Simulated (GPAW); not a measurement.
SnO:

```
Sn O
1.0
     3.35500    0.00000    0.00000
     0.00000    5.67410    0.00000
     0.00000    0.00000    4.22197
Sn O
2 2
Direct
  0.50000 0.76809 0.01314
  0.00000 0.23191 0.51314
  0.50000 0.10875 0.23686
  0.00000 0.89125 0.73686
```

The cell comes from a database or a generator and needn't be the stable form of this composition.

- Program: GPAW 26.7.0
- Task: single point
- Functional: PBEsol
- Potentials or basis: PAW data sets generated in the run's folder for this functional
- Cutoff: 800 eV
- Basis: pw
- k mesh: 8 × 5 × 6
- Occupations: fermi-dirac, width 0.05 eV
- Spin: no spin polarisation

On this cell: pressure -3.6 GPa; largest force 0.492 eV/Å; band gap on the k mesh 1.42 eV, indirect (least direct gap 2.00 eV).

The same run follows on a disturbed copy (atoms moved at random, drawn with an rms of 0.05 Å):

```
CELL_PARAMETERS angstrom
3.35500 0.00000 0.00000
0.00000 5.67410 0.00000
0.00000 0.00000 4.22197
ATOMIC_POSITIONS crystal
Sn 0.51597 0.76695 0.00432
Sn 0.99489 0.23071 0.51736
O 0.50538 0.10886 0.24849
O 0.99146 0.88834 0.74462
```

Q: What does the disturbed cell give?

A: The energy moves by +9.5 meV/atom; pressure -2.4 GPa; largest force 0.835 eV/Å; band gap on the k mesh 1.44 eV, indirect (least direct gap 2.04 eV).

Forces on the atoms (eV/Å):
```
Sn  -0.559  0.210  0.484
Sn   0.186 -0.327 -0.056
O   -0.215 -0.397 -0.131
O    0.587  0.514 -0.297
```

Stress tensor (GPa, compression positive):
```
-2.57  0.92 -0.65
 0.92 -3.02 -1.10
-0.65 -1.10 -1.74
```

Caveats: spin-orbit coupling is left out, which moves the levels of the heavy elements; an odd mesh through Γ misses points on the zone boundary, where band edges often lie.
